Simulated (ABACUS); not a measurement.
The system is VO2.

```xyz
6
Lattice="4.5072 0.0000 0.0000 0.0000 4.5072 0.0000 0.0000 0.0000 3.0444" Properties=species:S:1:pos:R:3 pbc="T T T"
V     2.2536    2.2536    1.5222
V     0.0000    0.0000    0.0000
O     0.9031    3.6041    1.5222
O     3.6041    0.9031    1.5222
O     3.1567    3.1567    0.0000
O     1.3505    1.3505    0.0000
```

The cell is a database's computed one.

Program: ABACUS 3.10.1. Alike in all runs: task single point; potentials or basis SG15 ONCV 1.2 PBE, DZP LCAO (the cutoffs set its grid); spin collinear, ferromagnetic start; cell as given; k mesh 6 × 6 × 9; cutoff (eV) 1361; smearing fermi-dirac 0.05 eV.

Q: Order these runs on this cell by their pressure, lowest first.
A. level LDA
B. level revPBE
C. level PBEsol
D. level PW91

A: A (-19.1 GPa), C (-13.8 GPa), D (-7.5 GPa), B (-3.3 GPa).

Caveats: the atomic orbitals were generated for these runs and aren't a published set; the potentials were made for another functional, which shifts forces and pressure; the basis of atomic orbitals isn't converged, which shifts pressures, moduli and gaps.

Runs at the PBE level aren't shown here.
